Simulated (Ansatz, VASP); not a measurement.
**Ga: VASP beside Ansatz**

POSCAR

```
Ga
1.0
   -1.6771778249      1.6771778249      1.6771778249
    1.6771778249     -1.6771778249      1.6771778249
    1.6771778249      1.6771778249     -1.6771778249
Ga
1
Direct
    0.0000000000      0.0000000000      0.0000000000
```

File INCAR.step1:

```
  PREC = Accurate
  ENCUT = 520
  ISMEAR = 0
  SIGMA = 0.05
  LREAL = F
  LASPH = T
  NELM = 60
  NBANDS = 12
  GGA = PE
  ALGO = Normal
  EDIFF = 1E-4
  LWAVE = T
  LCHARG = F
```

INCAR.step2

```
  PREC = Accurate
  ENCUT = 520
  EDIFF = 1E-6
  ISMEAR = 0
  SIGMA = 0.05
  LREAL = F
  LASPH = T
  NELM = 60
  ALGO = Normal
  ISIF = 2
  LWAVE = F
  LCHARG = T
  METAGGA = R2SCAN
  LMIXTAU = T
  LELF = T
  LVHAR = T
  NBANDS = 12
  ISTART = 1
```

File KPOINTS:

```
Automatic mesh
0
Gamma
  18 18 18
```

Input for Ansatz:

```yaml
crystal:
  lattice:
    - [-1.6771778249, 1.6771778249, 1.6771778249]
    - [1.6771778249, -1.6771778249, 1.6771778249]
    - [1.6771778249, 1.6771778249, -1.6771778249]
  atoms:
    - { symbol: Ga, position: [0.0, 0.0, 0.0] }
basis:
  ecutwfc: 500
  ecutrho_ratio: 4
kpoints:
  mp_grid: { grid: [18, 18, 18] }
hamiltonian:
  xc: r2scan
scf:
  occupations: { method: gaussian, width: 0.05 }
output:
  forces: true
  stress: true
  eigenvalues: true
```

Alike in both runs: task single point; functional r2SCAN; k mesh 18 × 18 × 18; occupations gaussian, width 0.05 eV; no spin polarisation.

|  | VASP | Ansatz |
| --- | --- | --- |
| version | VASP 6.6.1 | Ansatz 0.2.0 |
| potentials or method | VASP PAW PBE potentials, release 64 (Ga_d) | scalar-relativistic, plane waves, PAW |
| plane-wave cutoff (eV) | 520 | 500 |
| valence electrons in the cell | 13 | 13 |

|  | VASP | Ansatz | Ansatz less VASP |
| --- | --- | --- | --- |
| gap on the k mesh at the Fermi level (eV) | none | none | - |
| pressure (GPa) | -2.1 | -2.1 | +0.03 |

A gap of «none» marks a metal or a gap that the smearing closes.

Caveats: the PAW data sets were made with another functional, which shifts forces and pressure a little (VASP).
